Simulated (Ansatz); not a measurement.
**CuI: equilibrium volume by level of theory**

```
CELL_PARAMETERS angstrom
0.00000 3.03150 3.03150
3.03150 0.00000 3.03150
3.03150 3.03150 0.00000
ATOMIC_POSITIONS crystal
I 0.00000 0.00000 0.00000
Cu 0.75000 0.75000 0.75000
```

| rung | level | program and potentials | cutoff (eV) | k mesh | core time | chip | equilibrium volume (Å³/atom) | notes |
| --- | --- | --- | --- | --- | --- | --- | --- | --- |
| GGA | PBEsol | Ansatz, Ansatz PAW | 420 | 8 × 8 × 8 | 11 s | Arm Neoverse V1 | 26.19 | potentials made for PBE, which Ansatz adapts in part |
| LDA | LDA | Ansatz, Ansatz PAW | 420 | 8 × 8 × 8 | 16 s | Arm Neoverse V1 | 25.18 | potentials made for PBE, which Ansatz adapts in part |
| GGA + dispersion | PBE+D3(BJ) | Ansatz, Ansatz PAW | 420 | 8 × 8 × 8 | 23 s | Intel Xeon Skylake/Cascade Lake | 26.61 | - |
| GGA + dispersion | PBE+D4 | Ansatz, Ansatz PAW | 420 | 8 × 8 × 8 | 24 s | Intel Xeon Skylake/Cascade Lake | 26.60 | - |
| meta-GGA | r2SCAN | Ansatz, Ansatz PAW | 500 | 8 × 8 × 8 | 26 s | Arm Neoverse V1 | 27.32 | potentials made for PBE, which Ansatz adapts in part |
| GGA + dispersion | BLYP+D3(BJ) | Ansatz, Ansatz PAW | 420 | 8 × 8 × 8 | 30 s | Intel Xeon Skylake/Cascade Lake | 26.71 | potentials made for PBE, which Ansatz adapts in part |
| GGA | revPBE | Ansatz, Ansatz PAW | 420 | 8 × 8 × 8 | 32 s | Intel Xeon Skylake/Cascade Lake | 29.23 | potentials made for PBE, which Ansatz adapts in part |
| GGA | BLYP | Ansatz, Ansatz PAW | 420 | 8 × 8 × 8 | 43 s | Intel Xeon Skylake/Cascade Lake | 30.54 | potentials made for PBE, which Ansatz adapts in part |
| hybrid | HSE03 | Ansatz, Ansatz PAW | 420 | 4 × 4 × 4 | 3.2 min | Intel Xeon Skylake/Cascade Lake | 28.52 | coarse mesh; potentials made for PBE, which Ansatz adapts in part |
| hybrid | PBEsol0 | Ansatz, Ansatz PAW | 420 | 4 × 4 × 4 | 3.4 min | Intel Xeon Skylake/Cascade Lake | 26.92 | coarse mesh; potentials made for PBE, which Ansatz adapts in part |
| hybrid | B3LYP | Ansatz, Ansatz PAW | 420 | 4 × 4 × 4 | 4.2 min | Intel Xeon Skylake/Cascade Lake | 30.36 | coarse mesh; potentials made for PBE, which Ansatz adapts in part |

Times are single runs on shared hosts and different chips, so they are rough; meshes, cutoffs and the tasks' sizes weigh on the time. Task: relaxation of cell and atoms. All rows: no spin polarisation. Meshes differ between rows, which moves values too. Meshes are those of the run's cell of 2 atoms unless a note names another. Relaxations start from the cell shown or near it and stop with a little pressure left. The cell shown, of 27.86 Å³ an atom, is the runs' start and not the measured value. Misses use the values as printed. Runs on faulty files, with rough fits or with known faults for this quantity aren't shown. No row holds spin-orbit coupling.

Measured: 27.72 Å³/atom (arxiv:2305.18931).

**Question.** Which of the timed runs without a coarse mesh or an atomic basis is the cheapest that comes within 1.5 % of the measured equilibrium volume?

**Answer.** r2SCAN (Ansatz, Ansatz PAW): 27.32 Å³/atom in 26 s. One crystal doesn't make the level reliable, since errors can cancel. The runs are for a static lattice, while measurements hold temperature and zero-point motion.
